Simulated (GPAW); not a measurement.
## MoS2: equation of state with PBE

Crystal: MoS2.

```xyz
3
Lattice="1.5855 0.9154 6.1150 -1.5855 0.9154 6.1150 0.0000 -1.8308 6.1150" Properties=species:S:1:pos:R:3 pbc="T T T"
Mo    0.0000    0.0000    0.0000
S     0.0000    0.0000    4.5862
S     0.0000    0.0000   13.7587
```

Measurements of this composition are mostly on another form, of space group No. 194.

```yaml
Program: GPAW 26.7.0
Task: equation of state
Functional: PBE
Potentials_or_basis: GPAW PAW data sets (gpaw-data 1.2.1)
Cutoff: 600 eV
Basis: pw
k_mesh: 10 × 10 × 10
Occupations: fermi-dirac, width 0.05 eV
Spin: no spin polarisation
```

The equilibrium volume is 18.73 Å³/atom and the bulk modulus at fixed shape and positions is 131 GPa. The pressure derivative of the bulk modulus is 4.3.

Energy against volume, from the lowest point:
```tsv
volume (Å³/atom)	energy (meV/atom)
16.685	112.31
17.040	73.83
17.395	44.35
17.750	22.98
18.105	8.93
18.460	1.48
18.815	0.00
```

Run time: 33 min on 1 thread of Arm Neoverse V2, with other jobs on the host, peak memory 0.54 GiB.

Caveat: the cell was scaled at fixed shape and fractional positions, which overstates the stiffness of a crystal with free parameters, most of all of layers and chains; the program warned that so skewed a cell can give wrong results.
